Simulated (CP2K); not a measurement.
Si2Ni under changes of volume

One of the cells (13.166 Å³/atom); the others are scaled copies at fixed shape and fractional positions:

```
Ni Si
1.0
     3.82262    0.00000    0.00000
     1.91131    3.31049    0.00000
     1.91131    1.10350    3.12116
Ni Si
1 2
Cartesian
  0.0000 0.0000 0.0000
  5.7339 3.3105 2.3409
  1.9113 1.1035 0.7803
```

```yaml
Program: CP2K 2026.2
Functional: PBE
Potentials_or_basis: GTH_POTENTIALS Ni GTH-PBE-q18; POTENTIAL_UZH Si GTH-PBE-q4; TZVP-MOLOPT-SR-GTH, TZVP-MOLOPT-PBE-GTH basis
Density_cutoff: 8163 eV
k_mesh: 9 × 9 × 9
Occupations: fermi-dirac, width 0.05 eV
Spin: collinear spin, ferromagnetic start
Starting_moments: "[1.0, 0.0, 0.0] μB"
```

```tsv
volume (Å³/atom)	energy over the lowest point (meV/atom)	pressure (GPa)
12.376	?	?
12.639	28.31	10.9
12.902	13.35	7.2
13.166	4.07	3.9
13.429	0.00	0.9
13.692	0.71	-1.9
13.956	5.80	-4.4
```

Question: What does the run at 12.376 Å³/atom give?

Answer: Energy over the lowest point 49.50 meV/atom; pressure 14.9 GPa.

Worked out: A Birch-Murnaghan fit of order 3 (a polynomial in V^(-2/3)) to the other rows has its minimum at 13.52 Å³/atom with B0 = V·E''(V) = 144 GPa and B' = 3.5. It gives 49.47 meV/atom at 12.376 Å³/atom, against the run's 49.50, and -dE/dV = 14.9 GPa, against 14.9.

Energies are extrapolated to zero smearing.

Caveats: the basis of atomic orbitals isn't converged, which shifts pressures, moduli and gaps; the total moment is fixed, so each spin has its own Fermi level.
